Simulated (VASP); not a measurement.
# Te2Mo in VASP: reference runs, part 2 of 2

VASP 6.6.1. Earlier steps stand in the parts before.

## 3. Single point, PBEsol (atoms moved at random, drawn with an rms of 0.05 Å)

Input file INCAR:

```
SYSTEM = Te2Mo
PREC     = Accurate       ! precision mode
ENCUT    = 520            ! plane-wave cutoff, eV
EDIFF    = 1E-7           ! SCF threshold, eV
ISMEAR   = -1             ! smearing method
SIGMA    = 0.05           ! smearing width, eV
LREAL    = .False.        ! projectors in reciprocal space
LASPH    = .True.         ! aspherical terms in the spheres
NELM     = 60             ! most SCF steps
ALGO     = Normal         ! electronic algorithm
ISIF     = 2              ! what is computed and relaxed
LWAVE    = .False.        ! write WAVECAR
LCHARG   = .False.        ! write CHGCAR
GGA      = PS             ! functional
NBANDS   = 35             ! bands
KPAR     = 2
```

Input file KPOINTS:

```
Automatic mesh
0
Gamma
  4 8 1
  0 0 0
```

Input file POSCAR:

```
Te2Mo
1.0
    6.3616090156      0.0000000000      0.0000000000
    0.0000000000      3.4804030600      0.0000000000
   -0.0857412231      0.0000000000     36.1758904685
Te Mo
4 2
Direct
    0.4329200000      0.7510310000      0.5407650000
    0.5749750000      0.2575770000      0.4590390000
    0.9171280000      0.2519140000      0.5567750000
    0.0794400000      0.7373410000      0.4438280000
    0.1841300000      0.2597480000      0.4974690000
    0.8177650000      0.7506720000      0.5017880000
```

Potentials or basis: VASP PAW PBE potentials, release 64 (Te, Mo_sv).

On the command line:

```
> cat potpaw_PBE.64/Te/POTCAR potpaw_PBE.64/Mo_sv/POTCAR > POTCAR
> mpirun -np 2 vasp_std > vasp.out
```

OUTCAR:

```text
SYSTEM = Te2Mo
   PREC = Accurate
   ENCUT = 520
   EDIFF = 1E-7
   ISMEAR = -1
   LREAL = .False.
   LASPH = .True.
   NELM = 60
   ISIF = 2
   GGA = PS

 ion  position               nearest neighbor table
   1  0.433  0.751  0.541-   5 2.81   6 2.83   5 2.84   2 3.54   2 3.56   3 3.58   3 3.59
   2  0.575  0.258  0.459-   6 2.78   6 2.81   5 2.85   1 3.54   1 3.56   4 3.61   4 3.66   4 3.68

   3  0.917  0.252  0.557-   6 2.71   6 2.72   5 2.74   1 3.58   1 3.59
   4  0.079  0.737  0.444-   5 2.64   6 2.68   5 2.74   2 3.61   2 3.66   2 3.68
   5  0.184  0.260  0.497-   4 2.64   3 2.74   4 2.74   1 2.81   1 2.84   2 2.85   6 2.89   6 2.93

   6  0.818  0.751  0.502-   4 2.68   3 2.71   3 2.72   2 2.78   2 2.81   1 2.83   5 2.89   5 2.93

  LATTYP: Found a simple monoclinic cell.
 ALAT       =     6.3616090156
 B/A-ratio  =     0.5470947761
 C/A-ratio  =     5.6866104138
 COS(beta)  =    -0.0023701139

  Lattice vectors:

 A1 = (   6.3616090156,   0.0000000000,   0.0000000000)
 A2 = (   0.0000000000,   3.4804030600,   0.0000000000)
 A3 = (  -0.0857412231,   0.0000000000,  36.1758904685)

Analysis of symmetry for initial positions (statically):
=====================================================================
 Subroutine PRICEL returns:
 Original cell was already a primitive cell.

 Routine SETGRP: Setting up the symmetry group for a
 simple monoclinic supercell.

 Subroutine GETGRP returns: Found  1 space group operations
 (whereof  1 operations were pure point group operations)
 out of a pool of  4 trial point group operations.

The static configuration has the point symmetry C_1 .

Analysis of symmetry for dynamics (positions and initial velocities):
=====================================================================
 Subroutine PRICEL returns:
[... 128 lines left out ...]
   IMIX   =      4    mixing-type and parameters
     AMIX     =   0.40;   BMIX     =  1.00
     AMIX_MAG =   1.60;   BMIX_MAG =  1.00
  volume/ion in A,a.u.               =     133.49       900.87
  Fermi-wavevector in a.u.,A,eV,Ry     =   0.657967  1.243377  5.890240  0.432920
  Thomas-Fermi vector in A             =   1.729641
   LORBIT       =      0    0 simple, 1 ext, 2 COOP (PROOUT), +10 PAW based schemes
   GGA     = PS    functional components
   LHFCALC =     F    Hartree Fock is set to
   AEXX    =    0.0000 exact exchange contribution
   IVDW    =     0    specifies the selected vdW correction
   LEPSILON=     F    determine dielectric tensor
   LRPA    =     F    only Hartree local field effects (RPA)
 non-spin polarized calculation
  energy-cutoff  :      520.00
  volume of cell :      800.97
 maximum number of plane-waves:     21707
   NGX = 23   NGY = 13   NGZ =135

 number of electron      51.9999998 magnetization

 Free energy of the ion-electron system (eV)
  ---------------------------------------------------
  ext. energy  EPLUGINS =         0.00000000
  ---------------------------------------------------
  free energy    TOTEN  =       -39.04809676 eV

  energy without entropy =      -39.03953976  energy(sigma->0) =      -39.04381826

 E-fermi :  -2.2853     XC(G=0):  -2.3055

 val. band max:       -2.4875184663   @ k =   0.0000   0.1250   0.0000
 cond. band min:      -2.2583263868   @ k =   0.0000   0.1250   0.0000
 fundamental gap:      0.2291920795
 Fermi energy:        -2.2852553729

 k-point     1 :       0.0000    0.0000    0.0000
  band No.  band energies     occupation
      1     -63.1960      2.00000
      2     -63.1418      2.00000
      3     -37.4615      2.00000
      4     -37.4175      2.00000
      5     -37.3572      2.00000
      6     -37.2651      2.00000
[... 673 lines left out ...]
     34       1.2102      0.00000
     35       2.1630      0.00000

------------------------ aborting loop because EDIFF is reached ----------------------------------------

  FORCE on cell =-STRESS in cart. coord.  units (eV):
  Direction    XX          YY          ZZ          XY          YZ          ZX
  --------------------------------------------------------------------------------------
  -------------------------------------------------------------------------------------
  Total       -2.8142918     -3.6861417     -1.5118847     -0.2342273     -0.6838193      0.2653816
  in kB       -5.6294241     -7.3733841     -3.0242209     -0.4685246     -1.3678427      0.5308425
  external PRESSURE =      -5.3423430 kB  Pullay stress =       0.0000000 kB

 VOLUME and BASIS-vectors are now :
 -----------------------------------------------------------------------------
  energy-cutoff  :      520.00
  volume of cell :      800.97
      direct lattice vectors                 reciprocal lattice vectors
     6.361609016  0.000000000  0.000000000     0.157192936  0.000000000  0.000372566
     0.000000000  3.480403060  0.000000000     0.000000000  0.287323044  0.000000000
    -0.085741223  0.000000000 36.175890469     0.000000000  0.000000000  0.027642720

 POSITION                                       TOTAL-FORCE (eV/Angst)
 -----------------------------------------------------------------------------------
      2.70770      2.61389     19.56266        -0.099595      0.031602     -0.278795
      3.61841      0.89647     16.60614        -0.251542     -0.084300      0.117289
      5.78667      0.87676     20.14183         0.121881      0.003335     -0.555841
      0.46731      2.56624     16.05587         0.116829      0.447020     -0.108485
      1.12871      0.90403     17.99638        -0.120093     -0.460316      0.235542
      5.15928      2.61264     18.15263         0.232521      0.062658      0.590290
 -----------------------------------------------------------------------------------
    total drift:                                0.000399      0.000142      0.000451

  FREE ENERGIE OF THE ION-ELECTRON SYSTEM (eV)
  ---------------------------------------------------
  free  energy   TOTEN  =       -39.0480967628 eV

  energy  without entropy=      -39.0395397648  energy(sigma->0) =      -39.04381826
```

OSZICAR:

```text
N       E                     dE             d eps       ncg     rms          rms(c)
DAV:   1     0.426910925860E+03    0.42691E+03   -0.21433E+04  1580   0.105E+03
DAV:   2     0.428414228336E+01   -0.42263E+03   -0.41199E+03  1852   0.234E+02
DAV:   3    -0.389061189832E+02   -0.43190E+02   -0.42414E+02  1632   0.710E+01
DAV:   4    -0.405996785033E+02   -0.16936E+01   -0.16665E+01  1773   0.140E+01
[... 22 lines left out ...]
DAV:  27    -0.390480960970E+02   -0.10428E-05   -0.52221E-09   940   0.355E-04    0.335E-04
DAV:  28    -0.390480964223E+02   -0.32526E-06    0.39721E-09   865   0.202E-04    0.929E-05
DAV:  29    -0.390480966141E+02   -0.19182E-06    0.57438E-09   871   0.119E-04    0.212E-05
DAV:  30    -0.390480967458E+02   -0.13169E-06    0.61513E-09   814   0.933E-05    0.751E-05
DAV:  31    -0.390480967628E+02   -0.16953E-07    0.79697E-09   796   0.493E-05
   1 F= -.39048097E+02 E0= -.39043818E+02  d E =-.855700E-02
```

Wall time 6.6 min (2 MPI ranks of Intel Xeon Platinum 8488C (Sapphire Rapids), shared host); peak memory 0.98 GiB.

What came out:

```
Free energy            : -39.0481 eV
Largest force          : 0.638 eV/Å
Band gap on the k mesh : none (metal or under the smearing width)
```

Forces on the atoms (eV/Å):
```
Te  -0.100  0.032 -0.279
Te  -0.252 -0.084  0.117
Te   0.122  0.003 -0.556
Te   0.117  0.447 -0.108
Mo  -0.120 -0.460  0.236
Mo   0.233  0.063  0.590
```

Caveat: the PAW data sets were made with another functional, which shifts forces and pressure a little. Spin-orbit coupling is left out, which matters for the levels of Te.
